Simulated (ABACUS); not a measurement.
**Si2W under changes of volume**

One of the cells (13.479 Å³/atom); the others are scaled copies at fixed shape and fractional positions:

```
W Si
1.0
    -1.60690    1.60690    3.91495
     1.60690   -1.60690    3.91495
     1.60690    1.60690   -3.91495
W Si
1 2
Direct
  0.00000 0.00000 0.00000
  0.66530 0.66530 0.00000
  0.33470 0.33470 0.00000
```

```yaml
Program: ABACUS 3.10.1
Functional: PBEsol
Potentials_or_basis: PseudoDojo NC SR 0.4.1 PBEsol standard
Cutoff: 1007 eV
Density_cutoff: 4027 eV
Basis: plane waves
k_mesh: 12 × 12 × 12
Occupations: fermi-dirac, width 0.05 eV
Spin: no spin polarisation
```

```csv
volume (Å³/atom),energy over the lowest point (meV/atom),pressure (GPa),largest force (eV/Å)
12.670,?,?,?
12.939,9.87,8.2,0.138
13.209,0.69,2.8,0.079
13.479,0.00,-2.0,0.024
13.748,6.94,-6.2,0.027
14.018,20.72,-10.1,0.075
14.287,40.64,-13.5,0.121
```

Q: What does the run at 12.670 Å³/atom give?

A: Energy over the lowest point 28.53 meV/atom; pressure 14.1 GPa; largest force 0.200 eV/Å.

Worked out: A Birch-Murnaghan fit of order 3 (a polynomial in V^(-2/3)) to the other rows has its minimum at 13.37 Å³/atom with B0 = V·E''(V) = 234 GPa and B' = 4.3 at fixed shape and positions, which overstates the stiffness. It gives 28.42 meV/atom at 12.670 Å³/atom, against the run's 28.53, and -dE/dV = 14.0 GPa, against 14.1.

Energies are extrapolated to zero smearing.

Caveats: there are fewer bands than atomic start orbitals, so a level may be missed at k points of high symmetry.
